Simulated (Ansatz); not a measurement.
# SrTiO3: the cost of one run

Method: DFT PBE, scalar-relativistic, plane waves, PAW, in Ansatz 0.2.0.

2 further runs of the same task are left out: 2 set aside as unsound or not needed. Runs told in other sessions of the task aren't counted.

**1. The system as given**

The structure is cubic, space group Pm-3m (No. 221). The conventional cell has a = 3.936 Å, b = 3.936 Å, c = 3.936 Å, α = 90.00°, β = 90.00°, γ = 90.00°. Around Sr (site symmetry m-3m) lie 12 O at 2.78 Å. Ti (site symmetry m-3m) has 6 O at 1.97 Å in its first shell of neighbours. Around O (site symmetry 4/mmm) lie 2 Ti at 1.97 Å and 4 Sr at 2.78 Å.

As a file:

```
Sr Ti O
1.0
    -3.93640    0.00000   -3.93640
     0.00000   -3.93640   -3.93640
    -3.93640   -3.93640    0.00000
Sr Ti O
2 2 6
Cartesian
  0.0000 0.0000 0.0000
  -3.9364 -3.9364 -3.9364
  -1.9682 -1.9682 -1.9682
  -5.9046 -5.9046 -5.9046
  0.0000 -1.9682 -1.9682
  -3.9364 -1.9682 -1.9682
  -1.9682 -3.9364 -1.9682
  -1.9682 0.0000 -1.9682
  -1.9682 -1.9682 0.0000
  -1.9682 -1.9682 -3.9364
```

It is built from the cell relaxed beforehand with the same method (12.20 Å³/atom).

**2. The reference cell**

The cell is repeated 2 times, 10 atoms in all. The reference gives a free energy of -15508.9752 eV, pressure 0.01 GPa, largest force 0.000 eV/Å and gap on the mesh 1.84 eV. It was computed beforehand with the settings of the runs below.

**3. The scan: a frozen normal mode**

Mode 19 of the phonon run on this cell, counted from the lowest, is frozen in: each atom moves by x times its row below, so x is the largest displacement.

```
atom      ux      uy     uz
 Sr1   0.000   0.000  0.000
 Sr2   0.000   0.000  0.000
 Ti3  -0.707  -0.707  0.000
 Ti4   0.707   0.707  0.000
  O5   0.000   0.000  0.000
  O6   0.000   0.000  0.000
  O7   0.000   0.000  0.000
  O8   0.000   0.000  0.000
  O9   0.000   0.000  0.000
 O10   0.000   0.000  0.000
```

**4. At x = -0.300 Å**

File input.yaml:

```yaml
crystal:
  lattice:
    - [-3.9364035682, 0.0, -3.9364035682]
    - [0.0, -3.9364035682, -3.9364035682]
    - [-3.9364035682, -3.9364035682, 0.0]
  atoms:
    - { symbol: Sr, position: [0.0, 0.0, 0.0] }
    - { symbol: Sr, position: [0.5, 0.5, 0.5] }
    - { symbol: Ti, position: [0.25, 0.25, 0.1961101915] }
    - { symbol: Ti, position: [0.75, 0.75, 0.8038898085] }
    - { symbol: O, position: [0.0, 0.5, 0.0] }
    - { symbol: O, position: [0.5, 0.0, 0.5] }
    - { symbol: O, position: [0.0, 0.5, 0.5] }
    - { symbol: O, position: [0.5, 0.0, 0.0] }
    - { symbol: O, position: [0.0, 0.0, 0.5] }
    - { symbol: O, position: [0.5, 0.5, 0.0] }
basis:
  ecutwfc: 420
kpoints:
  mp_grid: { grid: [6, 6, 6] }
hamiltonian:
  xc: pbe
scf:
  occupations: { method: gaussian, width: 0.05 }
output:
  forces: true
  stress: true
  eigenvalues: true
```

Run with:

```bash
$ ansatz run input.yaml --threads 2 --pin off --max-ram 5120MiB --backend cpu --events-out ev --progress --plain --runs-dir out
```

What time and memory should one allow on 2 threads of Intel Xeon 6975P-C (Granite Rapids), shared host?

About 4.3 s, with a peak of 0.59 GiB.
